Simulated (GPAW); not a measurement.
The system is TiC.

```
Ti C
1.0
     0.00000    2.16572    2.16572
     2.16572    0.00000    2.16572
     2.16572    2.16572    0.00000
Ti C
1 1
Direct
  0.00000 0.00000 0.00000
  0.50000 0.50000 0.50000
```

The cell is a database's computed one.

```yaml
Program: GPAW 26.7.0
Task: relaxation of cell and atoms
Functional: PBEsol
Potentials_or_basis: PAW data sets generated in the run's folder for this functional
Cutoff: 800 eV
Basis: pw
k_mesh: 11 × 11 × 11
Occupations: fermi-dirac, width 0.05 eV
Spin: no spin polarisation
```

At the start: pressure -5.9 GPa; volume 10.16 Å³/atom.

Q: Where does the relaxation end?

A: Over 3 steps the energy falls by 3.4 meV/atom and the volume is 9.93 Å³/atom (-2.3 %); space group Fm-3m (No. 225, to 0.05 Å).

The path:
```csv
step,energy change (eV),largest force (eV/Å),pressure (GPa),volume (Å³)
1,0.0000,0.0000,-5.85,20.32
2,-0.0043,0.0000,-3.87,20.16
3,-0.0069,0.0000,0.09,19.85
```

Final structure:
```cif
data_structure
_symmetry_space_group_name_H-M 'P 1'
_symmetry_Int_Tables_number 1
_cell_length_a 3.0393
_cell_length_b 3.0393
_cell_length_c 3.0393
_cell_angle_alpha 60.000
_cell_angle_beta 60.000
_cell_angle_gamma 60.000
_cell_volume 19.85
loop_
_atom_site_label
_atom_site_type_symbol
_atom_site_fract_x
_atom_site_fract_y
_atom_site_fract_z
_atom_site_occupancy
Ti1 Ti 0.00000 0.00000 0.00000 1
C1 C 0.50000 0.50000 0.50000 1
```

Caveat: later steps reuse the first step's grids.
